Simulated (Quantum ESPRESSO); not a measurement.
Input of a Quantum ESPRESSO 7.5 run:

File pw.in:

```
&CONTROL
  calculation = 'scf'
  prefix = 'pwscf'
  outdir = './tmp'
  pseudo_dir = './pseudo'
  tprnfor = .true.
  tstress = .true.
  disk_io = 'nowf'
/
&SYSTEM
  ibrav = 0
  A = 3.02040009
  nat = 1
  ntyp = 1
  ecutwfc = 36
  ecutrho = 216
  nbnd = 12
  input_dft = 'rpbe'
  occupations = 'tetrahedra_opt'
  vdw_corr = 'grimme-d2'
/
&ELECTRONS
  conv_thr = 2d-10
  electron_maxstep = 120
  mixing_beta = 0.5
/
ATOMIC_SPECIES
Tl   204.3800 Tl.LDA_PW-JTH.UPF
CELL_PARAMETERS alat
  -0.5750271084    0.6262111090    0.5265011630
   0.5949312993   -0.7511331851    0.6713274300
   0.6303517492    0.8064578226   -0.6514232391
ATOMIC_POSITIONS alat
Tl     0.0000000000    0.0000000000    0.0000000000
K_POINTS automatic
11 10 9 0 0 0
```

Potentials or basis: JTH 2.0 LDA.

The run is started by

```bash
$ OMP_NUM_THREADS=1 pw.x -in pw.in > pw.out
```

Q: Predict the band gap on the k mesh.

A: None (metal or under the smearing width).

Caveat: D2 keeps the scale fitted for PBE. Spin-orbit coupling is left out, which matters for the levels of Tl.
